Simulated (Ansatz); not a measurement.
## CaF$_{2}$: vibrational free energy, entropy and heat capacity

Theory: DFT PBE, scalar-relativistic, plane waves, PAW in Ansatz. Settings: 420 eV plane-wave cutoff, Γ-centred 8×8×8 mesh, fixed occupations. No spin polarisation. Phonons by linear response, acoustic sum rule imposed.

Relaxed structure:
```cif
data_structure
_symmetry_space_group_name_H-M 'P 1'
_symmetry_Int_Tables_number 1
_cell_length_a 3.8968
_cell_length_b 3.8968
_cell_length_c 3.8968
_cell_angle_alpha 60.000
_cell_angle_beta 60.000
_cell_angle_gamma 60.000
_cell_volume 41.84
loop_
_atom_site_label
_atom_site_type_symbol
_atom_site_fract_x
_atom_site_fract_y
_atom_site_fract_z
_atom_site_occupancy
Ca1 Ca 0.00000 0.00000 0.00000 1
F1 F 0.75000 0.75000 0.75000 1
F2 F 0.25000 0.25000 0.25000 1
```

It comes from a database structure that was distorted and then relaxed. The q mesh is coarse, so values between its points are rough.

Force constants from linear response on a 2×2×2 q mesh, interpolated to a fine mesh.

Phonon density of states, in bins of 10 cm⁻¹:
```tsv
bin centre (cm⁻¹)	share of modes (%)
5	0.0
15	0.0
25	0.0
35	0.1
45	0.1
55	0.2
65	0.3
75	0.4
85	0.5
95	0.7
105	0.9
115	1.4
125	2.2
135	3.7
145	5.1
155	4.5
165	3.9
175	2.9
185	2.5
195	3.8
205	4.3
215	5.3
225	5.1
235	4.5
245	4.1
255	3.9
265	4.6
275	3.6
285	3.0
295	2.8
305	4.0
315	5.0
325	3.1
335	2.2
345	1.7
355	1.9
365	1.7
375	1.5
385	1.1
395	0.9
405	0.7
415	0.6
425	0.5
435	0.3
445	0.1
```

Question: How much zero-point energy does an atom carry?

Answer: 44.3 meV.

Question: How large are the vibrational entropy and heat capacity at 300 K?

Answer: S = 2.96 k_B and C_V = 2.67 k_B per atom, 89 % of the Dulong–Petit value.

Question: Tabulate them against temperature.

Answer:
```csv
T (K),F_vib (meV/atom),S (k_B/atom),C_V (k_B/atom)
100,42.7,0.65,1.31
200,31.4,1.94,2.33
300,10.1,2.96,2.67
400,-18.9,3.75,2.81
500,-54.1,4.38,2.87
600,-94.2,4.91,2.91
700,-138.5,5.36,2.93
800,-186.5,5.76,2.95
900,-237.6,6.10,2.96
1000,-291.5,6.42,2.97
```
